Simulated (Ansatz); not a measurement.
# SiC16: the cost of one run

Computed with Ansatz 0.2.0 (DFT PBE+D3(BJ), scalar-relativistic, plane waves, PAW, unless a step's input says otherwise).

1 further run of the same task is left out (set aside as unsound or not needed). Runs told in other sessions of the task aren't counted.

## (1) The structure to begin with

The structure is triclinic, space group P1 (No. 1). The conventional cell has a = 4.422 Å, b = 4.930 Å, c = 22.694 Å, α = 90.00°, β = 90.00°, γ = 90.00°. C (site symmetry 1) is surrounded by 2 C at 1.42 Å. C (site symmetry 1) is surrounded by 3 C at 1.42 Å. C (site symmetry 1) has 3 C at 1.42 to 1.44 Å in its first shell of neighbours. Only part of the 17 independent sites is listed.

As a file:

```
CELL_PARAMETERS angstrom
4.92987 0.00000 0.00000
0.00000 4.42243 0.00000
0.00000 0.00000 22.69373
ATOMIC_POSITIONS crystal
C 0.25000 0.41553 0.17626
C 0.75000 0.41553 0.17626
C 0.00000 0.51956 0.20018
C 0.50000 0.51956 0.20018
C 0.00000 0.72722 0.24809
C 0.50000 0.72722 0.24809
C 0.25000 0.83125 0.27201
C 0.75000 0.83125 0.27201
C 0.25000 0.04421 0.31987
C 0.75000 0.04421 0.31987
C 0.00000 0.15008 0.34260
C 0.50000 0.15008 0.34260
C 0.00000 0.37798 0.39006
C 0.50000 0.37798 0.39006
C 0.25000 0.47642 0.40953
C 0.75000 0.47642 0.40953
Si 0.33333 0.47642 0.53291
```

This is the geometry of the first run shown, built on a cell relaxed beforehand with the same method.

## (2) Plan of the line

Atoms count from 1 in the order of the input.

Si is moved over the surface cell at a fixed height above a rigid substrate; the origin of the map has the adsorbate above C15; the height is held at 2.80 Å.

- position of Si17 along the first surface vector, from above C15: 6 values from 0.000 to 0.833, periodic
- position of Si17 along the second surface vector, from above C15: 6 values from 0.000 to 0.833, periodic

Nothing else is relaxed. Points are written as (first, second).

The two vectors of the plane (Å): (2.465, 0.000, 0.000); (0.000, 4.422, 0.000).

## (3) Grid point (1/6, 0/6) of the map's two axes

A dipole layer in the vacuum cancels the field that periodic copies would set up if the slab's two faces differ.

input.yaml reads:

```yaml
crystal:
  lattice:
    - [4.9298676348, 0.0, 0.0]
    - [0.0, 4.4224271207, 0.0]
    - [0.0, 0.0, 22.6937313581]
  atoms:
    - { symbol: C, position: [0.25, 0.4155274479, 0.1762601283] }
    - { symbol: C, position: [0.75, 0.4155274479, 0.1762601283] }
    - { symbol: C, position: [0.0, 0.5195584896, 0.2001805573] }
    - { symbol: C, position: [0.5, 0.5195584896, 0.2001805573] }
    - { symbol: C, position: [0.0, 0.7272227604, 0.2480854171] }
    - { symbol: C, position: [0.5, 0.7272227604, 0.2480854171] }
    - { symbol: C, position: [0.25, 0.8312538021, 0.2720058461] }
    - { symbol: C, position: [0.75, 0.8312538021, 0.2720058461] }
    - { symbol: C, position: [0.25, 0.0442062586, 0.3198735144] }
    - { symbol: C, position: [0.75, 0.0442062586, 0.3198735144] }
    - { symbol: C, position: [0.0, 0.1500827603, 0.3425973154] }
    - { symbol: C, position: [0.5, 0.1500827603, 0.3425973154] }
    - { symbol: C, position: [0.0, 0.3779814405, 0.3900562972] }
    - { symbol: C, position: [0.5, 0.3779814405, 0.3900562972] }
    - { symbol: C, position: [0.25, 0.4764233498, 0.4095285703] }
    - { symbol: C, position: [0.75, 0.4764233498, 0.4095285703] }
    - { symbol: Si, position: [0.3333333333, 0.4764233498, 0.5329106601], spin: 2.0 }
basis:
  ecutwfc: 420
kpoints:
  mp_grid: { grid: [6, 6, 1] }
hamiltonian:
  xc: pbe
  pseudopotentials: { kind: paw, azcp: { folder: soft_1 } }
  dispersion: d3bj
scf:
  occupations: { method: gaussian, width: 0.05 }
output:
  forces: true
  eigenvalues: true
  populations: true
magnetization:
  spin_polarized: true
efield:
  axis: 3
  dipole_correction: true
  ramp_width: 0.04
```

On the command line:

```
> ansatz run input.yaml --threads 2 --pin off --max-ram 6144MiB --backend cpu --events-out ev --progress --plain --runs-dir out
```

What time and memory should one allow on 2 threads of Arm Neoverse V1, shared host?

About 2.5 min, with a peak of 1.1 GiB.
